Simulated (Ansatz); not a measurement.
# BaTiO3: stress in a strained cell

BaTiO3 is deformed so: zz strain of -1 %. What stress and forces result, by LAPW, PAW and all-electron datasets made for the crystal?

Computed with Ansatz 0.2.0 (DFT PBEsol, scalar-relativistic, unless a step's input says otherwise).

## 1. The system as given

Symmetry: Amm2, No. 38, orthorhombic system. The conventional cell has a = 3.984 Å, b = 5.674 Å, c = 5.692 Å, α = 90.00°, β = 90.00°, γ = 90.00°. Ba (site symmetry mm2) has 12 O at 2.80 to 2.89 Å as nearest neighbours. Ti (site symmetry mm2) is surrounded by 6 O at 1.95 to 2.07 Å. O (site symmetry mm2) is surrounded by 2 Ti at 1.99 Å and 4 Ba at 2.80 to 2.89 Å. O (site symmetry m) is surrounded by 2 Ti at 1.95 to 2.07 Å and 4 Ba at 2.82 to 2.84 Å.

Coordinates:

```cif
data_structure
_symmetry_space_group_name_H-M 'Amm2'
_symmetry_Int_Tables_number 38
_cell_length_a 3.9841
_cell_length_b 5.6741
_cell_length_c 5.6916
_cell_angle_alpha 90.000
_cell_angle_beta 90.000
_cell_angle_gamma 90.000
_cell_volume 128.67
loop_
_atom_site_label
_atom_site_type_symbol
_atom_site_symmetry_multiplicity
_atom_site_Wyckoff_symbol
_atom_site_fract_x
_atom_site_fract_y
_atom_site_fract_z
_atom_site_occupancy
Ba1 Ba 2 a 0.00000 0.00000 0.00000 1
Ti1 Ti 2 b 0.50000 0.50000 0.00790 1
O1 O 2 a 0.00000 0.50000 0.99210 1
O2 O 4 e 0.50000 0.25440 0.24811 1
```

The file gives the conventional cell by its symmetry; the runs use the cell typed in the input.

Atoms are numbered in the order of the input: Ba1, Ti2, O3, O4, O5.

## 2. After the deformation

Space group Amm2 before, Amm2 after.

## 3. All-electron LAPW

File input.yaml:

```yaml
crystal:
  lattice:
    - [3.9841, 0.0, 0.0]
    - [0.0, 2.83705, 2.817342]
    - [0.0, -2.83705, 2.817342]
  atoms:
    - { symbol: Ba, position: [0.0, 0.0, 0.0] }
    - { symbol: Ti, position: [0.5, 0.5079, 0.5079] }
    - { symbol: O, position: [0.0, 0.4921, 0.4921] }
    - { symbol: O, position: [0.5, 0.50251, 0.99371] }
    - { symbol: O, position: [0.5, 0.99371, 0.50251] }
kpoints:
  mp_grid: { grid: [8, 8, 8] }
  band_path:
    path:
      - [0.0, 0.0, 0.0]
      - [0.0, 0.5, -0.5]
      - [0.0, 0.5034612622, -0.4965387378]
      - [0.0, 0.4965387378, 0.4965387378]
      - [0.0, 0.0, 0.0]
      - [0.5, 0.0, 0.0]
      - [0.5, 0.4965387378, 0.4965387378]
      - [0.5, 0.5034612622, -0.4965387378]
      - [0.5, 0.5, -0.5]
    npoints: 5
scf:
  occupations: { method: fermi_dirac, width: 0.05 }
hamiltonian:
  xc: pbesol
  pseudopotentials: { kind: all_electron, lapw: { basis_error: 0.001 } }
output:
  forces: true
  stress: true
  eigenvalues: true
```

Started as:

```bash
ansatz run input.yaml --threads 2 --pin off --max-ram 8192MiB --backend cpu --events-out ev --progress --plain --runs-dir out
```

## 4. Frozen-core PAW

File input.yaml:

```yaml
crystal:
  lattice:
    - [3.9841, 0.0, 0.0]
    - [0.0, 2.83705, 2.817342]
    - [0.0, -2.83705, 2.817342]
  atoms:
    - { symbol: Ba, position: [0.0, 0.0, 0.0] }
    - { symbol: Ti, position: [0.5, 0.5079, 0.5079] }
    - { symbol: O, position: [0.0, 0.4921, 0.4921] }
    - { symbol: O, position: [0.5, 0.50251, 0.99371] }
    - { symbol: O, position: [0.5, 0.99371, 0.50251] }
kpoints:
  mp_grid: { grid: [8, 8, 8] }
scf:
  occupations: { method: fermi_dirac, width: 0.05 }
hamiltonian:
  xc: pbesol
  pseudopotentials: { kind: paw }
output:
  forces: true
  stress: true
  eigenvalues: true
  efg: { contact_densities: true }
```

## 5. All-electron PAW on datasets made for the crystal

Changes to input.yaml since step 4:

```diff
@@ -17,3 +17,3 @@
   xc: pbesol
-  pseudopotentials: { kind: paw }
+  pseudopotentials: { kind: all_electron, datasets: crystal }
 output:
```

(Steps that only read results are left out.)

What does the calculation give? Wanted: pressure; largest shear or deviatoric stress.

As calculated:

| quantity | value |
| --- | --- |
| pressure | LAPW -2.69, PAW -2.70, crystal datasets -2.69 GPa |
| largest shear or deviatoric stress (LAPW) | 0.88 GPa |

In words: The largest part of the stress beyond the pressure is 0.88 GPa in size, in the yy component; the atoms are carried along and not relaxed. No run of the undeformed cell stands beside it, so the pressure holds what the given cell had before the change. PAW: stress within 0.01 GPa of LAPW, forces within 4 meV/Å. Crystal datasets: stress within 0.01 GPa of LAPW, forces within 1 meV/Å. Spin-orbit coupling is left out, though the cell holds Ba; in elements this heavy it can shift bands and gaps by tenths of an eV.

The gaps are Kohn-Sham values of a semilocal functional, not quasiparticle or optical gaps. Such gaps usually fall short of the measured ones.
